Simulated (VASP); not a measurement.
**C: relaxation of cell and atoms with PBE**

Crystal: C.

```
CELL_PARAMETERS angstrom
0.00000 1.78337 1.78337
1.78337 0.00000 1.78337
1.78337 1.78337 0.00000
ATOMIC_POSITIONS crystal
C 0.00000 0.00000 0.00000
C 0.25000 0.25000 0.25000
```

This isn't the form of C at room conditions, which is graphite.

```
Program                : VASP 6.6.1
Task                   : relaxation of cell and atoms
Functional             : PBE
Potentials or basis    : VASP PAW PBE potentials, release 64 (C)
Cutoff                 : 520 eV
k mesh                 : 14 × 14 × 14
Occupations            : gaussian, width 0.02 eV
Spin                   : no spin polarisation
Further INCAR settings : ALGO = Fast; EDIFF = 1e-07; IBRION = 2; EDIFFG = -0.002; NSW = 80; ISIF = 3
```

```json
{
 "Relaxed volume": "5.70 Å³/atom",
 "Relaxed cell": "a = 2.527 Å, b = 2.527 Å, c = 2.527 Å, α = 60.00°, β = 60.00°, γ = 60.00°",
 "Space group after relaxing (to 0.05 Å)": "Fd-3m (No. 227)",
 "Energy gained by relaxing": "0.2 meV/atom",
 "Ionic steps": "3",
 "Pressure after relaxing": "0.0 GPa",
 "Band gap on the k mesh": "4.12 eV, indirect (least direct gap 5.57 eV)"
}
```

Step by step:
| step | energy change (eV) | largest force (eV/Å) | pressure (GPa) | volume (Å³) |
| --- | --- | --- | --- | --- |
| 1 | 0.0000 | 0.0000 | 2.45 | 11.34 |
| 2 | 0.0003 | 0.0000 | -2.96 | 11.49 |
| 3 | -0.0005 | 0.0000 | 0.01 | 11.41 |

Final structure:
```yaml
crystal:
  lattice:
    - [0.00000, 1.78671, 1.78671]
    - [1.78671, 0.00000, 1.78671]
    - [1.78671, 1.78671, 0.00000]
  atoms:
    - { symbol: C, position: [0.00000, 0.00000, 0.00000] }
    - { symbol: C, position: [0.25000, 0.25000, 0.25000] }
```

Levels at points of the mesh, in eV from the valence-band top:
```csv
k point,band 1,band 2,band 3,band 4,band 5,band 6,band 7,band 8
"(0.00, 0.00, 0.00)",-21.40,0.00,0.00,0.00,5.57,5.57,5.57,13.20
"(0.50, 0.00, 0.00)",-15.66,-13.31,-2.79,-2.79,8.44,8.44,8.77,15.65
"(0.50, 0.50, 0.00)",-12.72,-12.72,-6.26,-6.26,4.75,4.75,16.72,16.72
```

Wall time 5.5 s on 4 MPI ranks on Intel(R) Xeon(R) Platinum 8488C (Sapphire Rapids), on a shared host, peak memory 0.13 GiB a rank.

A k mesh can miss the band edges. A hybrid or GW would open this gap; PBE tends to underestimate it.
